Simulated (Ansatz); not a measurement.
Sc under changes of volume

One of the cells (25.253 Å³/atom); the others are scaled copies at fixed shape and fractional positions:

```
Sc
1.0
    -1.91721    1.91721    1.71760
     1.91721   -1.91721    1.71760
     1.91721    1.91721   -1.71760
Sc
1
Direct
  0.00000 0.00000 0.00000
```

This isn't the form of Sc at room conditions, which is hcp.

* Program: Ansatz 0.2.0
* Functional: LDA
* Potentials or basis: all-electron LAPW, scalar-relativistic
* Cutoff: 172 eV (chosen from the basis error)
* Basis error allowed: 0.001 eV/atom
* k mesh: 10 × 10 × 10
* Occupations: fermi-dirac, width 0.025 eV
* Spin: collinear spin, ferromagnetic start
* Starting moments: [0.5] μB
* Hubbard terms: Sc d U = 3 eV

```tsv
volume (Å³/atom)	energy over the lowest point (meV/atom)	pressure (GPa)	moment (μB per cell)
23.738	22.85	4.3	1.15
24.243	?	?	?
24.748	3.77	1.7	1.17
25.253	0.15	0.6	1.17
25.758	0.00	-0.4	1.18
26.264	2.81	-1.3	1.21
26.769	8.23	-2.1	1.22
```

What does the run at 24.243 Å³/atom give?

Energy over the lowest point 11.22 meV/atom; pressure 3.0 GPa; moment 1.17 μB per cell.

Worked out: A Birch-Murnaghan fit of order 3 (a polynomial in V^(-2/3)) to the other rows has its minimum at 25.53 Å³/atom with B0 = V·E''(V) = 51 GPa and B' = 5.2 at fixed shape and positions, which overstates the stiffness. It gives 11.14 meV/atom at 24.243 Å³/atom, against the run's 11.22, and -dE/dV = 3.0 GPa, against 3.0. A parabola through the other rows of the moment, of slope 0.0119 μB per Å³/atom there, gives 1.16 μB, against the run's 1.17.

Energies are extrapolated to zero smearing.

Caveats: the typed start of the occupations wasn't kept; U is the effective U less J, on atomic orbitals that reach past the spheres; the U is typed as a test and isn't derived for this compound.
